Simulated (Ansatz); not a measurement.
MgS: experiment and calculation

**The experiment to reproduce.**

A printed reference work (textbook) reports, for a bulk crystal of MgS: lattice constant a 5.2033 Å.

Level of theory: DFT PBE, scalar-relativistic, plane waves, PAW in Ansatz 0.2.0.

Plane waves to 420 eV, a k mesh through Γ of 8×8×8 on the computed 2-atom cell and Gaussian smearing (0.02 eV); no spin polarisation.

Relaxed structure:

```cif
data_structure
_symmetry_space_group_name_H-M 'Fm-3m'
_symmetry_Int_Tables_number 225
_cell_length_a 5.2303
_cell_length_b 5.2303
_cell_length_c 5.2303
_cell_angle_alpha 90.000
_cell_angle_beta 90.000
_cell_angle_gamma 90.000
_cell_volume 143.08
loop_
_atom_site_label
_atom_site_type_symbol
_atom_site_symmetry_multiplicity
_atom_site_Wyckoff_symbol
_atom_site_fract_x
_atom_site_fract_y
_atom_site_fract_z
_atom_site_occupancy
Mg1 Mg 4 a 0.00000 0.00000 0.00000 1
S1 S 4 b 0.50000 0.00000 0.00000 1
```

```json
{
  "Space group": "Fm-3m (No. 225)",
  "Volume per atom": "17.88 Å³",
  "Formation energy from the elements' standard states (uncorrected)": "-1.444 eV/atom",
  "Kohn–Sham band gap": "2.76 eV, indirect from Γ to X",
  "Orbital (Löwdin) character of the top 1 eV of the valence band": "S 3p 97 %",
  "Orbital (Löwdin) character of the lowest 1 eV of the conduction band": "Mg 3s 74 %, unprojected 15 %",
  "Electron masses at the edge by direction of the standard setting (m_e; one valley, along these axes only; no spin-orbit coupling)": "x: 0.52; y: 0.29; z: 0.29",
  "Hole masses at the edge by direction of the standard setting (m_e; one valley, along these axes only; no spin-orbit coupling)": "x: 0.97, 0.97, 0.25; y: 0.97, 0.97, 0.25; z: 0.97, 0.97, 0.25",
  "Bader charge by site (e)": "Mg (1 in the cell) 1.67, S (1 in the cell) -1.67"
}
```

A measured lattice constant a of MgS is 5.2033 Å (a printed reference work (textbook)); the calculated 5.230 Å exceeds it by 0.5 %. The calculation is for 0 K without zero-point motion.

The cell was reached from a generator's guess, though it ends in a space group that the Crystallography Open Database lists for this formula. Kohn–Sham gaps at this level usually fall short of measured ones. Löwdin shares on free-atom orbitals overweight diffuse shells in the empty bands.
